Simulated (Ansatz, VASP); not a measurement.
## One calculation of Pt, two programs

```
Pt
1.0
     0.00000    1.98504    1.98504
     1.98504    0.00000    1.98504
     1.98504    1.98504    0.00000
Pt
1
Direct
  0.00000 0.00000 0.00000
```

Alike in both runs: functional PBE; k mesh 24 × 24 × 24; occupations gaussian, width 0.1 eV; no spin polarisation.

Ansatz relaxed the structure, and its values are those at the end. VASP's run is a single point on that final structure, the one shown.

|  | VASP | Ansatz |
| --- | --- | --- |
| version | VASP 6.6.1 | Ansatz 0.2.0 |
| potentials or method | VASP PAW PBE potentials, release 64 (Pt) | scalar-relativistic, plane waves, PAW |
| plane-wave cutoff (eV) | 520 | 420 |
| valence electrons in the cell | 10 | 18 |

Ansatz gave:

- gap on the k mesh at the Fermi level (eV): none
- pressure (GPa): 0.0

Problem. Which values does VASP return?

Solution. gap on the k mesh at the Fermi level (eV): none; pressure (GPa): -0.5.

A gap of «none» marks a metal or a gap that the smearing closes. The two sets of potentials don't hold the same shells in valence.

The runs have no spin-orbit coupling, so splittings on Pt are missing.
